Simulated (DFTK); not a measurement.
Write the native input for DFTK 0.8.2 that does the following.

- Task: single point
- Functional: AM05
- Potentials or basis: SG15 1.2 (PBE)
- Cutoff: 1225 eV
- k mesh: 9 × 9 × 4
- Occupations: fermi-dirac, width 0.05 eV
- Spin: no spin polarisation
- Valence electrons: Ga 13, N 5
- SCF tolerance on the density: 1e-06

Crystal: GaN.

```
Ga N
1.0
     3.18000    0.00000    0.00000
    -1.59000    2.75396    0.00000
     0.00000    0.00000    5.16600
Ga N
2 2
Direct
  0.66667 0.33333 0.50000
  0.33333 0.66667 0.00000
  0.66667 0.33333 0.87500
  0.33333 0.66667 0.37500
```

One way to write it, as run:

run.jl

```julia
using DFTK
using PseudoPotentialData
using Unitful, UnitfulAtomic
using LinearAlgebra, Printf
include("save.jl")
disable_threading()

# lattice vectors are the columns
lattice = austrip(1u"Å") * [          3.18          -1.59            0.0;
                      0.0    2.753960784            0.0;
                      0.0            0.0          5.166]
symbols   = [:Ga, :Ga, :N, :N]
positions = [[0.6666666667, 0.3333333333, 0.5],
             [0.3333333333, 0.6666666667, 0.0],
             [0.6666666667, 0.3333333333, 0.875],
             [0.3333333333, 0.6666666667, 0.375]]
pseudopotentials = Dict(:Ga => "Ga.upf", :N => "N.upf")
elements = Dict(s => ElementPsp(s, pseudopotentials; rcut=10.0) for s in unique(symbols))
atoms    = [elements[s] for s in symbols]

build_model(lattice, positions; symmetries=true) =
    model_DFT(lattice, atoms, positions;
              functionals=[:gga_x_am05, :gga_c_am05],
              temperature=austrip(0.05u"eV"),
              smearing=Smearing.FermiDirac(),
              symmetries)
Ecut  = 45.0  # hartree
kgrid = [9, 9, 4]
tol   = 1e-6
to_GPa = ustrip(uconvert(u"GPa", 1u"hartree/bohr^3"))

model = build_model(lattice, positions)
basis = PlaneWaveBasis(model; Ecut, kgrid)
display(basis)
scfres = self_consistent_field(basis;
                               tol,
                               nbandsalg=AdaptiveBands(model; n_bands_converge=23))
display(scfres.energies)
@printf "Fermi level: %.6f eV\n" ustrip(auconvert(u"eV", something(scfres.εF, NaN)))
forces = compute_forces_cart(scfres)
println("Forces (eV/Å)")
for (s, f) in zip(symbols, forces)
    @printf "%-3s %12.6f %12.6f %12.6f\n" s ustrip.(auconvert.(u"eV/Å", f))...
end
stress = compute_stresses_cart(scfres)
println("Stress (GPa)")
display(round.(stress * to_GPa; digits=4))
println("Levels at the first k-point (eV): ", round.(ustrip.(auconvert.(u"eV", scfres.eigenvalues[1][1:scfres.n_bands_converge])); digits=4))
save_scf!(scfres; forces, stress)
```

Potentials or basis: SG15 1.2 (PBE).

The run is started by

```bash
$ julia --threads=1 run.jl  # save.jl only writes the numbers to a file and isn't shown; printed stress counts tension as positive; times include loading and compiling
```

It gave:

| Quantity | Value |
| --- | --- |
| Pressure | 2.1 GPa |
| Largest force | 0.134 eV/Å |
| Band gap on the k mesh | 1.94 eV, direct |

Caveat: the potentials were made for another functional, which shifts forces and pressure.

Run time: 6.5 min on 1 thread of Intel(R) Xeon(R) Platinum 8375C CPU @ 2.90GHz (Ice Lake) (shared host), peak memory 2.2 GiB.
